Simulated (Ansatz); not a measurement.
# Strain and the gap of LiF (zincblende)

Zincblende LiF, relaxed with r2SCAN in Ansatz 0.2.0. It is cubic, F-43m (No. 216); a = 4.289 Å in the conventional setting, 9.86 Å³ an atom. Around Li lie 4 F at 1.86 Å; around F lie 4 Li at 1.86 Å.

The axes x, y and z are those of this cell:
```
Li F
1.0
     0.00000    2.14461    2.14461
     2.14461    0.00000    2.14461
     2.14461    2.14461    0.00000
Li F
1 1
Direct
  0.00000 0.00000 0.00000
  0.25000 0.25000 0.25000
```

Unstrained: PBE gives a direct gap of 7.930 eV at Γ. The r2SCAN gap is direct at Γ: 8.663 eV. HSE06 gives a direct gap of 10.111 eV at Γ. Meshes: PBE 10×10×10, r2SCAN 10×10×10, HSE06 8×8×8. Strains are changes of length per length. After each strain the atoms were relaxed again with r2SCAN within the symmetry that the strain leaves, so tilts or polar shifts that break it weren't tested; points keep the names that they have in the unstrained zone. Note: simulated data, non-magnetic, for a generated structure that need not be the stable one.

Changes of the least gap in eV (an overlap counts as a negative gap):

| strain | volume change (%) | space group | PBE | r2SCAN | HSE06 | energy rise, r2SCAN (meV/atom) |
| --- | --- | --- | --- | --- | --- | --- |
| isotropic +1.22 % on every length | +3.7 | F-43m | -0.197 | -0.206 | -0.216 | 2.2 |
| uniaxial -2.28 % along [111] | -2.3 | R3m | +0.067 | +0.072 | +0.078 | 1.8 |
| epitaxial -4.88 % in the xy plane, free normal strain +6.36 % | -3.8 | I-4m2 | +0.113 | +0.123 | +0.130 | 9.0 |

Isotropic +1.22 % on every length. HSE06: the gap goes from 10.111 to 9.895 eV (-0.216 eV). Stress change with r2SCAN, compression positive: xx -1.98, yy -1.98, zz -1.98 GPa. For HSE06, dE_g/d ln V = -5.9 eV over this step.

Uniaxial -2.28 % along [111], other directions held. HSE06: the gap goes from 10.111 to 10.189 eV (+0.078 eV); with r2SCAN the top three valence levels at Γ, degenerate before, become 1+2 from the top over 88 meV. Stress change with r2SCAN, compression positive: xx +1.40, yy +1.40, zz +1.40, xy +0.54, xz +0.54, yz +0.54 GPa.

Epitaxial -4.88 % in the xy plane, free normal strain +6.36 %. HSE06: the gap goes from 10.111 to 10.241 eV (+0.130 eV); least and direct gap lie within 0.04 eV, so its kind isn't settled; with r2SCAN the top three valence levels at Γ, degenerate before, become 2+1 from the top over 250 meV. Stress change with r2SCAN, compression positive: xx +3.24, yy +3.24, zz -0.04 GPa.

The meshes of the hybrids are coarse, so their gaps aren't converged to the digits shown.

The splittings at Γ are without spin-orbit coupling, which regroups them where it is of like size or larger.
